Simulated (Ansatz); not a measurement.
Input and command of a calculation in Ansatz (plane waves; scalar-relativistic PAW potentials unless the input names others):

```yaml
crystal:
  lattice:
    - [2.7643321221, 0.0, 0.0]
    - [-1.382166061, 2.3939818422, 0.0]
    - [0.0, 0.0, 8.9107150919]
  atoms:
    - { symbol: Re, position: [0.0, 0.0, 0.0] }
    - { symbol: Re, position: [0.3333333333, 0.6666666667, 0.25] }
    - { symbol: Re, position: [0.0, 0.0, 0.5] }
    - { symbol: Re, position: [0.6666666667, 0.3333333333, 0.75] }
basis:
  ecutwfc: 420
kpoints:
  mp_grid: { grid: [18, 18, 6] }
hamiltonian:
  xc: pbe
scf:
  occupations: { method: gaussian, width: 0.1 }
  lower_state_search: full
output:
  forces: true
  eigenvalues: true
  stress: true
relax:
  adjacent_minimum: "off"
  f_tol: 0.008
  max_steps: 50
  cell: { stress_tol: 0.08, p_target: 5.0 }
```

```bash
ansatz run input.yaml --threads 1 --pin off --max-ram 2560MiB --backend cpu --events-out ev --progress --plain --runs-dir out
```

Abridged log:
```
Basis set: ecut = 420 eV, 1157 PW (Γ), exchange–correlation on 40×40×120 points (8 copies of the dense FFT grid, shifted against one another)
Bands: 36, of which v1, the nominal top of the filled ones, is band 30 counted from 1 (29 counted from 0)
Symmetry: 24 space group operations
k-points: 148 of 1944
SCF iter   1: F=—  HF=-43472.305310 eV  |F-HF|=—  |Δ(HF+E_count)|=         —  Δρ=9.21e-3  dr2=3.35e-2  ethr=1.77e-3  ⟨swp⟩=5.0  Hψ=18218  notcnv=0
SCF iter   2: F=—  HF=-43472.305531 eV  |F-HF|=—  |Δ(HF+E_count)|=   2.22e-4  Δρ=4.95e-3  dr2=8.18e-3  ethr=5.58e-5  ⟨swp⟩=1.7  Hψ=6830  notcnv=0
SCF iter   3: F=—  HF=-43472.306016 eV  |F-HF|=—  |Δ(HF+E_count)|=   4.85e-4  Δρ=6.26e-4  dr2=1.52e-4  ethr=1.36e-5  ⟨swp⟩=2.0  Hψ=6952  notcnv=0
SCF iter   4: F=—  HF=-43472.306029 eV  |F-HF|=—  |Δ(HF+E_count)|=   1.24e-5  Δρ=6.92e-5  dr2=2.55e-6  ethr=2.53e-7  ⟨swp⟩=2.3  Hψ=7016  notcnv=0
SCF iter   5: F=—  HF=-43472.306107 eV  |F-HF|=—  |Δ(HF+E_count)|=   7.82e-5  Δρ=1.66e-5  dr2=2.56e-7  ethr=4.25e-9  ⟨swp⟩=2.1  Hψ=7378  notcnv=0
SCF iter   6: F=-43472.306107 eV  HF=-43472.306107 eV  |F-HF|=3.27e-9  |Δ(HF+E_count)|=   3.04e-8  Δρ=2.73e-6  dr2=5.69e-9  ethr=1.67e-10  ⟨swp⟩=6.6  Hψ=19385  notcnv=0
SCF 1 converged in 6 iterations: F = -43472.306107 eV  dr2 = 5.69e-9
relax step   1: F+E_penalty+E_count = -43472.30610695 eV  Δ(F+E_penalty+E_count) = +0.000e0 eV  max|allowed force component| = 1.966e-17 eV/Å  Δτ_max = 0.0000 Å  P = +5.042 GPa  Ω = 58.969 Å³  (6 SCF iters, dr2 threshold 1.00e-7 eV, accepted)
Initial density: handed on by an earlier stage of this run
Initial wavefunctions: pseudopotential atomic-orbital guess (no wavefunctions were taken with the density)
SCF iter   1: F=—  HF=-43472.306029 eV  |F-HF|=—  |Δ(HF+E_count)|=         —  Δρ=2.82e-6  dr2=5.98e-9  ethr=1.18e-8  ⟨swp⟩=3.9  Hψ=33367  notcnv=0
SCF iter   2: F=—  HF=-43472.306107 eV  |F-HF|=—  |Δ(HF+E_count)|=   7.78e-5  Δρ=1.73e-6  dr2=2.21e-9  ethr=9.96e-12  ⟨swp⟩=2.4  Hψ=9935  notcnv=0
SCF iter   3: F=-43472.306107 eV  HF=-43472.306107 eV  |F-HF|=5.82e-11  |Δ(HF+E_count)|=  7.28e-12  Δρ=4.15e-7  dr2=9.96e-11  ethr=3.68e-12  ⟨swp⟩=1.6  Hψ=5729  notcnv=0
SCF iter   4: F=-43472.306107 eV  HF=-43472.306107 eV  |F-HF|=1.46e-11  |Δ(HF+E_count)|=  2.91e-11  Δρ=2.06e-7  dr2=1.16e-11  ethr=1.00e-12  ⟨swp⟩=1.0  Hψ=5328  notcnv=0
SCF iter   5: F=-43472.306107 eV  HF=-43472.306107 eV  |F-HF|=7.28e-12  |Δ(HF+E_count)|=  7.28e-12  Δρ=2.59e-8  dr2=1.56e-13  ethr=1.00e-12  ⟨swp⟩=1.0  Hψ=5328  notcnv=0
SCF iter   6: F=-43472.306107 eV  HF=-43472.306107 eV  |F-HF|=1.46e-11  |Δ(HF+E_count)|=    0.00e0  Δρ=4.32e-9  dr2=1.59e-14  ethr=1.00e-12  ⟨swp⟩=1.0  Hψ=5328  notcnv=0
SCF iter   7: F=-43472.306107 eV  HF=-43472.306107 eV  |F-HF|=1.46e-11  |Δ(HF+E_count)|=    0.00e0  Δρ=7.32e-10  dr2=3.41e-16  ethr=1.00e-12  ⟨swp⟩=1.0  Hψ=11249  notcnv=0
SCF 2 converged in 7 iterations: F = -43472.306107 eV  dr2 = 3.41e-16
SCF converged after 7 iterations
Free energy (F): -43472.306107 eV
Harris-Foulkes:  -43472.306107 eV  (|F-HF|=1.46e-11)
Internal energy: -43472.293841 eV  (E = F + TS)
E sigma→0 (E₀):  -43472.299974 eV
Entropy (-TS):   -0.012266 eV (-3.066 meV/atom)
Fermi energy:    24.040247 eV
--- Forces (eV/Å), atoms counted from 1 ---
  atom   1  Re     0.00000000     0.00000000     0.00000000
  atom   2  Re     0.00000000     0.00000000     0.00000000
  atom   3  Re     0.00000000     0.00000000     0.00000000
  atom   4  Re     0.00000000     0.00000000     0.00000000
--- Stress (GPa, compression-positive) ---
        5.032850       0.000000       0.000000
        0.000000       5.032850       0.000000
        0.000000       0.000000       5.060092
  P = ⅓ Tr σ = 5.0419 GPa (50.419 kbar)
--- Relaxed structure (1 steps of the walk, 1 accepted, 1 SCFs on fresh bases) ---
  F+E_penalty+E_count = -43472.30610695 eV   max|allowed force component| = 3.585e-17 eV/Å   (the final SCF, on the basis selected at the relaxed cell)
  cell:  # Å, volume = 58.9690 Å³
    - [2.76433212, 0.0, 0.0]
    - [-1.38216606, 2.39398184, 0.0]
    - [0.0, 0.0, 8.9107150919]
  atoms:
    - { symbol: Re, position: [0.0, 0.0, 0.0] }
    - { symbol: Re, position: [0.33333333, 0.66666666, 0.25] }
    - { symbol: Re, position: [0.0, 0.0, 0.5] }
    - { symbol: Re, position: [0.66666666, 0.33333333, 0.75] }
```

Apart from outputs and empty bands, the input differs from a reference run on usual settings in scf.lower_state_search: not typed → "full". The reference, at the same start, ended its own course with pressure 5.04 GPa, largest force 0.000 eV/Å, no gap on the mesh. This run converged in 13 SCF iterations over all its steps (reference: 13) with an energy at zero smearing within 0.01 meV/atom of the reference's, pressure 5.04 GPa, largest force 0.000 eV/Å, no gap on the mesh.

The run took 14 s on 1 thread of Intel(R) Xeon(R) 6975P-C (Granite Rapids) (shared host), peak memory 0.55 GiB.